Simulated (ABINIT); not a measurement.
Input of an ABINIT 10.8.3 (patched build) run:

run.abi

```
# Datasets: one volume each
ndtset 7
getwfk -1
scalecart1 3*0.9795861087
scalecart2 3*0.9864848297
scalecart3 3*0.9932883884
scalecart4 3*1.0000000000
scalecart5 3*1.0066227096
scalecart6 3*1.0131594038
scalecart7 3*1.0196128224

# Pseudopotentials
pp_dirpath "./"
pseudos "P.upf, B.upf"

# Structure
acell 3*1.0 Angstrom
rprim
     0.0000000000     2.2690000000     2.2690000000
     2.2690000000     0.0000000000     2.2690000000
     2.2690000000     2.2690000000     0.0000000000
ntypat 2
znucl 15 5
natom 2
typat 1 2
xred
     0.7500000000     0.7500000000     0.7500000000
     0.0000000000     0.0000000000     0.0000000000

# Plane-wave basis
ecut 38.0

# k points
kptopt 1
ngkpt 10 10 10
nshiftk 1
shiftk 0.0 0.0 0.0

# Exchange and correlation
ixc 11

# Bands and occupations
nband 8
occopt 3
tsmear 0.00183747

# SCF cycle
nstep 100
tolvrs 1.0e-10

# Output
iomode 3
prtwf 1
prtden 0
prteig 0
prtebands 0
```

Potentials or basis: PseudoDojo NC SR PBE v0.5 stringent.

The run is started by

```sh
$ abinit run.abi > log 2>&1
```

(1) Predict the bulk modulus.

(2) What does it give for the equilibrium volume?

Results:

(1) 161 GPa.

(2) 11.75 Å³/atom.

Caveat: pressures at fixed basis lie under the slope of the energies.

**The experiment to reproduce.**

From “Equation of state of single-crystal cubic boron phosphide”, 2014, arxiv:1407.1677, for a bulk crystal of BP at 300 K: bulk modulus 179 ± 1 GPa.

Against the measured bulk modulus of BP, 179 GPa (300 K; “Equation of state of single-crystal cubic boron phosphide”, 2014, arxiv:1407.1677), the calculated 161 GPa is off by -9.9 %. 3 values of this kind are on record (173 to 179 GPa); this one was drawn at random among those near their median, those with a stated uncertainty first. The fit is for a static lattice scaled at fixed shape and fixed fractional positions.
